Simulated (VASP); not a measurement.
# C (P6_3/mmc) in VASP: band structure with PBE+D3(BJ)

Aim: the band structure of C with PBE+D3(BJ).

All numbers are computed with VASP 6.6.1; they aren't measurements. Logs are shortened: lines on timing, memory, paths and dates and some standing lists are left out, and cuts for length are marked.

### 1 The structure

It takes space group P6_3/mmc (No. 194, hexagonal). Conventional cell: a = 2.465 Å, b = 2.465 Å, c = 6.661 Å, α = 90.00°, β = 90.00°, γ = 120.00°. C (site symmetry -6m2) is surrounded by 3 C at 1.42 Å. Around C (site symmetry -6m2) lie 3 C at 1.42 Å.

### 2 Band structure, PBE+D3(BJ)

INCAR reads:

```
SYSTEM = C
PREC = Accurate
ENCUT = 700
EDIFF = 1E-7
ISMEAR = 0
SIGMA = 0.02
LREAL = .FALSE.
LASPH = .TRUE.
NELM = 80
ALGO = Normal
ISIF = 2
LWAVE = .FALSE.
LCHARG = .FALSE.
GGA = PE
IVDW = 12
NBANDS = 16
```

KPOINTS reads:

```
regular mesh
0
G
  15 15 4
  0 0 0
```

POSCAR reads:

```
C                                       
1.0
    2.4648434670      0.0000000000     -0.0000000000
   -1.2324217336      2.1346170591      0.0000000000
   -0.0000000000      0.0000000000      6.6609796143
  C             
     4
Direct
     1.0000000000000000    1.0000000000000000    0.2500000000000000
     0.0000000000000000    1.0000000000000000    0.7500000000000000
     0.3333333300000021    0.6666666699999979    0.2500000000000000
     0.6666666699999979    0.3333333300000021    0.7500000000000000
```

KPOINTS_OPT reads:

```
path GMKGALHA,LM,KH
20
line-mode
reciprocal
 0.0000000000  0.0000000000  0.0000000000  G
 0.5000000000  0.0000000000  0.0000000000  M

 0.5000000000  0.0000000000  0.0000000000  M
 0.3333333333  0.3333333333  0.0000000000  K

 0.3333333333  0.3333333333  0.0000000000  K
 0.0000000000  0.0000000000  0.0000000000  G

 0.0000000000  0.0000000000  0.0000000000  G
 0.0000000000  0.0000000000  0.5000000000  A

 0.0000000000  0.0000000000  0.5000000000  A
 0.5000000000  0.0000000000  0.5000000000  L

 0.5000000000  0.0000000000  0.5000000000  L
 0.3333333333  0.3333333333  0.5000000000  H

 0.3333333333  0.3333333333  0.5000000000  H
 0.0000000000  0.0000000000  0.5000000000  A

 0.5000000000  0.0000000000  0.5000000000  L
 0.5000000000  0.0000000000  0.0000000000  M

 0.3333333333  0.3333333333  0.0000000000  K
 0.3333333333  0.3333333333  0.5000000000  H
```

Potentials or basis: VASP PAW PBE potentials, release 64 (C).

On the command line:

```
$ cat potpaw_PBE.64/C/POTCAR > POTCAR
$ mpirun -np 1 vasp_std > vasp.out
```

OUTCAR:

```text
SYSTEM = C
   PREC = Accurate
   ENCUT = 700
   EDIFF = 1E-7
   ISMEAR = 0
   LREAL = .FALSE.
   LASPH = .TRUE.
   NELM = 80
   ISIF = 2
   GGA = PE
   IVDW = 12
 IVDW          = 12

 ion  position               nearest neighbor table
   1  0.000  0.000  0.250-   3 1.42   3 1.42   3 1.42
   2  0.000  0.000  0.750-   4 1.42   4 1.42   4 1.42
   3  0.333  0.667  0.250-   1 1.42   1 1.42   1 1.42
   4  0.667  0.333  0.750-   2 1.42   2 1.42   2 1.42

  LATTYP: Found a hexagonal cell.
 ALAT       =     2.4648434670
 C/A-ratio  =     2.7023945753

  Lattice vectors:

 A1 = (   2.4648434670,   0.0000000000,   0.0000000000)
 A2 = (  -1.2324217336,   2.1346170591,   0.0000000000)
 A3 = (   0.0000000000,   0.0000000000,   6.6609796143)

Analysis of symmetry for initial positions (statically):
=====================================================================
 Subroutine PRICEL returns:
 Original cell was already a primitive cell.

 Routine SETGRP: Setting up the symmetry group for a
 hexagonal supercell.

 Subroutine GETGRP returns: Found 24 space group operations
 (whereof 12 operations were pure point group operations)
 out of a pool of 24 trial point group operations.

The static configuration has the point symmetry D_3d.
 The point group associated with its full space group is D_6h.

Analysis of symmetry for dynamics (positions and initial velocities):
=====================================================================
 Subroutine PRICEL returns:
 Original cell was already a primitive cell.

 Routine SETGRP: Setting up the symmetry group for a
 hexagonal supercell.

 Subroutine GETGRP returns: Found 24 space group operations
 (whereof 12 operations were pure point group operations)
 out of a pool of 24 trial point group operations.

The dynamic configuration has the point symmetry D_3d.
 The point group associated with its full space group is D_6h.

 Subroutine INISYM returns: Found 24 space group operations
 (whereof 12 operations are pure point group operations),
 and found     1 'primitive' translations

----------------------------------------------------------------------------------------

                                     Primitive cell

  volume of cell :      35.0467

  direct lattice vectors                    reciprocal lattice vectors
     2.464843467  0.000000000  0.000000000     0.405705276  0.234234051  0.000000000
    -1.232421734  2.134617059  0.000000000     0.000000000  0.468468101  0.000000000
     0.000000000  0.000000000  6.660979614     0.000000000  0.000000000  0.150128068

  length of vectors
     2.464843467  2.464843467  6.660979614     0.468468101  0.468468101  0.150128068

  position of ions in fractional coordinates (direct lattice)
     0.000000000  0.000000000  0.250000000
     0.000000000  0.000000000  0.750000000
     0.333333330  0.666666670  0.250000000
     0.666666670  0.333333330  0.750000000

  ion indices of the primitive-cell ions
   primitive index   ion index
                 1           1
                 2           2
                 3           3
                 4           4

----------------------------------------------------------------------------------------

 KPOINTS: regular mesh

Automatic generation of k-mesh.
 Grid dimensions read from file:
 generate k-points for:   15   15    4

 Generating k-lattice:

  Cartesian coordinates                     Fractional coordinates (reciprocal lattice)
     0.027047018  0.015615603  0.000000000     0.066666667  0.000000000  0.000000000
     0.000000000  0.031231207  0.000000000     0.000000000  0.066666667  0.000000000
     0.000000000  0.000000000  0.037532017     0.000000000  0.000000000  0.250000000

  Length of vectors
     0.031231207  0.031231207  0.037532017

  Shift w.r.t. Gamma in fractional coordinates (k-lattice)
     0.000000000  0.000000000  0.000000000

 Subroutine IBZKPT returns following result:
 ===========================================

 Found     81 irreducible k-points:

 Following reciprocal coordinates:
            Coordinates               Weight
  0.000000  0.000000  0.000000      1.000000
  0.066667  0.000000  0.000000      6.000000
  0.133333  0.000000  0.000000      6.000000
  0.200000  0.000000  0.000000      6.000000
  0.266667  0.000000  0.000000      6.000000
  0.333333  0.000000  0.000000      6.000000
[... 16 lines left out ...]
  0.333333  0.200000  0.000000     12.000000
  0.400000  0.200000  0.000000      6.000000
 [... further k-points ...]
   k-points           NKPTS =     81   k-points in BZ     NKDIM =     81   number of bands    NBANDS=     16
   number of dos      NEDOS =    301   number of ions     NIONS =      4
   total plane-waves  NPLWV =  34560
   dimension x,y,z NGX =    24 NGY =   24 NGZ =   60
   dimension x,y,z NGXF=    48 NGYF=   48 NGZF=  120
   ions per type =               4
   NGX,Y,Z   is equivalent  to a cutoff of  16.19, 16.19, 14.97 a.u.
   NGXF,Y,Z  is equivalent  to a cutoff of  32.37, 32.37, 29.95 a.u.
 SYSTEM =  C
   PREC   = accura    normal or accurate (medium, high low for compatibility)
   ISTART =      0    job   : 0-new  1-cont  2-samecut
   ICHARG =      2    charge: 1-file 2-atom 10-const
   ISPIN  =      1    spin polarized calculation?
   LNONCOLLINEAR =      F non collinear calculations
   LSORBIT =      F    spin-orbit coupling
   LASPH  =      T    aspherical Exc in radial PAW
   ENCUT  =  700.0 eV  51.45 Ry    7.17 a.u.   5.32  5.32 14.37*2*pi/ulx,y,z
   NELM   =     80;   NELMIN=  2; NELMDL= -5     # of ELM steps
   EDIFF  = 0.1E-06   stopping-criterion for ELM
   LREAL  =      F    real-space projection
   EDIFFG = 0.1E-05   stopping-criterion for IOM
   NSW    =      0    number of steps for IOM
   IBRION =     -1    ionic relax: 0-MD 1-quasi-New 2-CG
   NFREE  =      0    steps in history (QN), initial steepest desc. (CG)
   ISIF   =      2    stress and relaxation
   ISYM   =      2    0-nonsym 1-usesym 2-fastsym
   POTIM  = 0.5000    time-step for ionic-motion
   TEBEG  =    0.0;   TEEND  =   0.0 temperature during run
   PSTRESS=    0.0 pullay stress
   NELECT =      16.0000    total number of electrons
   NUPDOWN=      -1.0000    fix difference up-down
   EMIN   =  10.00;   EMAX   =-10.00  energy-range for DOS
   EFERMI =   0.00;   METHOD = LEGACY
   ISMEAR =     0;   SIGMA  =   0.02  broadening in eV -4-tet -1-fermi 0-gaus
   EFERMI_NEDOS =   21; number of points for ismear=-14 and -15
   IALGO  =     38    algorithm
   IMIX   =      4    mixing-type and parameters
     AMIX     =   0.40;   BMIX     =  1.00
     AMIX_MAG =   1.60;   BMIX_MAG =  1.00
  volume/ion in A,a.u.               =       8.76        59.13
  Fermi-wavevector in a.u.,A,eV,Ry     =   1.260566  2.382125 21.620029  1.589027
  Thomas-Fermi vector in A             =   2.394069
   LORBIT       =      0    0 simple, 1 ext, 2 COOP (PROOUT), +10 PAW based schemes
   GGA     = PE    functional components
   LHFCALC =     F    Hartree Fock is set to
   AEXX    =    0.0000 exact exchange contribution
   IVDW    =    12    specifies the selected vdW correction
   LEPSILON=     F    determine dielectric tensor
   LRPA    =     F    only Hartree local field effects (RPA)
 non-spin polarized calculation
 Gauss-broadening in eV      SIGMA  =   0.02
  energy-cutoff  :      700.00
  volume of cell :       35.05
 maximum number of plane-waves:      1493
 NGX is ok and might be reduce to    24
   NGX = 11   NGY = 11   NGZ = 29

 number of electron      15.9999999 magnetization

 Free energy of the ion-electron system (eV)
  ---------------------------------------------------
  ext. energy  EPLUGINS =         0.00000000
  ---------------------------------------------------
  free energy    TOTEN  =       -36.86334316 eV

  energy without entropy =      -36.86314919  energy(sigma->0) =      -36.86324617

 E-fermi :   4.7338     XC(G=0): -10.3739

 val. band max:        4.7321454694   @ k =   0.3333   0.3333   0.5000
 cond. band min:       4.7343872175   @ k =   0.3333   0.3333   0.2500
 fundamental gap:      0.0022417481
 Fermi energy:         4.7338465552

 k-point     1 :       0.0000    0.0000    0.0000
  band No.  band energies     occupation
      1     -14.9195      2.00000
      2     -14.6022      2.00000
      3      -3.8050      2.00000
      4      -1.7645      2.00000
      5       1.7217      2.00000
      6       1.7217      2.00000
[... 8 lines left out ...]
     15      16.0950      0.00000
     16      16.3183      0.00000

 k-point     2 :       0.0667    0.0000    0.0000
  band No.  band energies     occupation
      1     -14.8134      2.00000
      2     -14.4980      2.00000
      3      -3.6761      2.00000
      4      -1.6443      2.00000
      5       1.2914      2.00000
      6       1.3223      2.00000
[... 8 lines left out ...]
     15      15.7270      0.00000
     16      15.9655      0.00000

 k-point     3 :       0.1333    0.0000    0.0000
  band No.  band energies     occupation
      1     -14.4959      2.00000
      2     -14.1866      2.00000
      3      -3.2911      2.00000
      4      -1.2860      2.00000
      5       0.1509      2.00000
      6       0.2057      2.00000
[... 8 lines left out ...]
     15      14.9813      0.00000
     16      15.8777      0.00000

 k-point     4 :       0.2000    0.0000    0.0000
  band No.  band energies     occupation
      1     -13.9692      2.00000
      2     -13.6698      2.00000
      3      -2.6556      2.00000
      4      -1.4115      2.00000
      5      -1.3278      2.00000
      6      -0.6987      2.00000
[... 8 lines left out ...]
     15      16.5636      0.00000
     16      16.6147      0.00000
[... 324 lines left out ...]
 k-point    22 :       0.2667    0.2000    0.0000
  band No.  band energies     occupation
      1     -11.1005      2.00000
      2     -10.8561      2.00000
      3      -5.5137      2.00000
      4      -5.4016      2.00000
      5      -3.5582      2.00000
      6      -3.4762      2.00000
[... 8 lines left out ...]
     15      17.3932      0.00000
     16      18.1846      0.00000

 k-point    23 :       0.3333    0.2000    0.0000
  band No.  band energies     occupation
      1      -9.9430      2.00000
      2      -9.7258      2.00000
      3      -6.9570      2.00000
      4      -6.8057      2.00000
      5      -3.9965      2.00000
      6      -3.8923      2.00000
[... 8 lines left out ...]
     15      17.3130      0.00000
     16      17.6549      0.00000

 k-point    24 :       0.4000    0.2000    0.0000
  band No.  band energies     occupation
      1      -8.9692      2.00000
      2      -8.8573      2.00000
      3      -7.9476      2.00000
      4      -7.8764      2.00000
      5      -4.1322      2.00000
      6      -4.0224      2.00000
[... 8 lines left out ...]
     15      16.9091      0.00000
     16      16.9194      0.00000

 [... further k-points ...]

------------------------ aborting loop because EDIFF is reached ----------------------------------------

 Edisp (eV)   -0.63085

 E8    (eV) :    -0.1789

  FORCE on cell =-STRESS in cart. coord.  units (eV):
  Direction    XX          YY          ZZ          XY          YZ          ZX
  --------------------------------------------------------------------------------------
  -------------------------------------------------------------------------------------
  Total       0.00241     0.00241     0.00280    -0.00000     0.00000    -0.00000
  in kB       0.11000     0.11000     0.12790    -0.00000     0.00000    -0.00000
  external pressure =        0.12 kB  Pullay stress =        0.00 kB

 VOLUME and BASIS-vectors are now :
 -----------------------------------------------------------------------------
  energy-cutoff  :      700.00
  volume of cell :       35.05
      direct lattice vectors                 reciprocal lattice vectors
     2.464843467  0.000000000  0.000000000     0.405705276  0.234234051  0.000000000
    -1.232421734  2.134617059  0.000000000     0.000000000  0.468468101  0.000000000
     0.000000000  0.000000000  6.660979614     0.000000000  0.000000000  0.150128068

 POSITION                                       TOTAL-FORCE (eV/Angst)
 -----------------------------------------------------------------------------------
      0.00000      0.00000      1.66524        -0.000000     -0.000000      0.000000
      0.00000      0.00000      4.99573         0.000000      0.000000     -0.000000
     -0.00000      1.42308      1.66524         0.000000     -0.000000     -0.000000
      1.23242      0.71154      4.99573        -0.000000      0.000000     -0.000000
 -----------------------------------------------------------------------------------
    total drift:                               -0.000000      0.000000     -0.000000

  FREE ENERGIE OF THE ION-ELECTRON SYSTEM (eV)
  ---------------------------------------------------
  free  energy   TOTEN  =       -37.4941976514 eV

  energy  without entropy=      -37.4940036849  energy(sigma->0) =      -37.49410067
```

Wall time 63 s (1 thread of Intel Xeon 6975P-C (Granite Rapids), shared host); peak memory 0.24 GiB.

What came out:

```yaml
Free_energy: -37.4942 eV
Pressure: 0.0 GPa
Band_gap_along_the_path: none (metal or under the smearing width)
Dispersion_energy_per_atom: -0.158 eV
```

Levels at the corners of the path, in eV from the Fermi level:
```tsv
point	band 5	band 6	band 7	band 8	band 9	band 10	band 11	band 12
Γ	-3.01	-3.01	-2.99	-2.99	4.36	8.33	8.33	8.38
M	-6.41	-6.35	-2.78	-2.07	1.52	2.21	7.21	7.62
M	-6.41	-6.35	-2.78	-2.07	1.52	2.21	7.21	7.62
K	-10.53	-10.53	-0.66	-0.02	-0.02	0.75	11.17	11.17
K	-10.53	-10.53	-0.66	-0.02	-0.02	0.75	11.17	11.17
Γ	-3.01	-3.01	-2.99	-2.99	4.36	8.33	8.33	8.38
Γ	-3.01	-3.01	-2.99	-2.99	4.36	8.33	8.33	8.38
A	-3.00	-3.00	-3.00	-3.00	7.06	7.06	8.36	8.36
A	-3.00	-3.00	-3.00	-3.00	7.06	7.06	8.36	8.36
L	-6.38	-6.38	-2.35	-2.35	1.66	1.66	7.41	7.41
L	-6.38	-6.38	-2.35	-2.35	1.66	1.66	7.41	7.41
H	-10.53	-10.53	0.00	0.00	0.02	0.02	10.17	10.17
H	-10.53	-10.53	0.00	0.00	0.02	0.02	10.17	10.17
A	-3.00	-3.00	-3.00	-3.00	7.06	7.06	8.36	8.36
L	-6.38	-6.38	-2.35	-2.35	1.66	1.66	7.41	7.41
M	-6.41	-6.35	-2.78	-2.07	1.52	2.21	7.21	7.62
K	-10.53	-10.53	-0.66	-0.02	-0.02	0.75	11.17	11.17
H	-10.53	-10.53	0.00	0.00	0.02	0.02	10.17	10.17
```
